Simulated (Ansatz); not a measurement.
Start from ZnTe in the zinc blende structure (space group F-43m, No. 216; a = 6.0657 Å).

Level of theory: PBEsol in Ansatz (plane waves to 420 eV, PAW, no spin-orbit coupling).

Carriers are added at fixed cell with a uniform background; the Fermi–Dirac width is that of 300 K.

One change was made to it. Results:

```json
[
 {"quantity": "Fermi level relative to the doped band's edge (positive inside the band; to 0.05 eV)", "base": "–", "after": "+0.75 eV"},
 {"quantity": "gap character", "base": "direct at Γ", "after": "direct at Γ"}
]
```

What was done to the base?
A) electrons 7.0×10^21 cm⁻³
B) electrons 7.0×10^20 cm⁻³
C) electrons 2.0×10^21 cm⁻³
D) holes 7.0×10^20 cm⁻³

B, electrons 7.0×10^20 cm⁻³. For comparison, the Fermi level from band edge in the other runs: electrons 2.0×10^21 cm⁻³ gives +0.95 eV; holes 7.0×10^20 cm⁻³ gives +0.20 eV; electrons 7.0×10^21 cm⁻³ gives +1.25 eV.

Carriers are added with a uniform compensating background; total energy and stress of such cells depend on the potential's zero and are not compared; many-body gap narrowing is missing at this level. Spin-orbit coupling, missing from the scalar runs, can matter with Te. Whether these cells are dynamically stable was not tested.

Ansatz is a quantum-chemistry and plane-wave program.
